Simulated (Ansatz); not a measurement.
The system is Ga.

```
CELL_PARAMETERS angstrom
1.38300 -4.02650 0.00000
1.38300 4.02650 0.00000
-0.11745 0.00000 3.32993
ATOMIC_POSITIONS crystal
Ga 0.13100 0.86900 0.75000
Ga 0.86900 0.13100 0.25000
```

This isn't the form of Ga at room conditions, which is orthorhombic.

- Program: Ansatz 0.2.0
- Task: relaxation of cell and atoms
- Functional: HSEsol
- Potentials or basis: Ansatz PAW
- Cutoff: 420 eV (not typed: the program's choice for these potentials)
- k mesh: 5 × 5 × 4
- Occupations: fermi-dirac, width 0.05 eV
- Spin: no spin polarisation

At the start: volume 18.54 Å³/atom.

**Question.** Where does the relaxation end?

**Answer.** It ends after 9 steps and the volume is 17.62 Å³/atom (-5.0 %); space group C2/c (No. 15, to 0.05 Å).

Step by step:
```csv
step,energy change (eV),largest force (eV/Å),volume (Å³)
1,0.0000,0.3951,37.09
2,-0.0417,0.1153,35.44
3,-0.0684,0.0113,35.48
4,-0.0783,0.0399,34.71
5,-0.0837,0.0198,35.31
6,-0.0843,0.0158,35.28
7,-0.0844,0.0031,35.23
8,-0.0844,0.0019,35.23
9,-0.0831,0.0022,35.23
```

Final structure:
```
Ga
1.0
     1.38926   -3.90919   -0.07316
     1.38926    3.90919   -0.07316
    -0.29412    0.00000    3.25942
Ga
2
Direct
  0.13731 0.86269 0.75000
  0.86269 0.13731 0.25000
```

Caveat: the k mesh is coarse (spacing up to 0.48 Å⁻¹), so the values aren't converged, least of all with exact exchange; the plane-wave basis is chosen anew once the cell has moved, so the energies of steps on either side of that aren't comparable; the PAW data sets come from PBE, with cores solved anew for the run's functional, which leaves a small shift of forces and pressure.
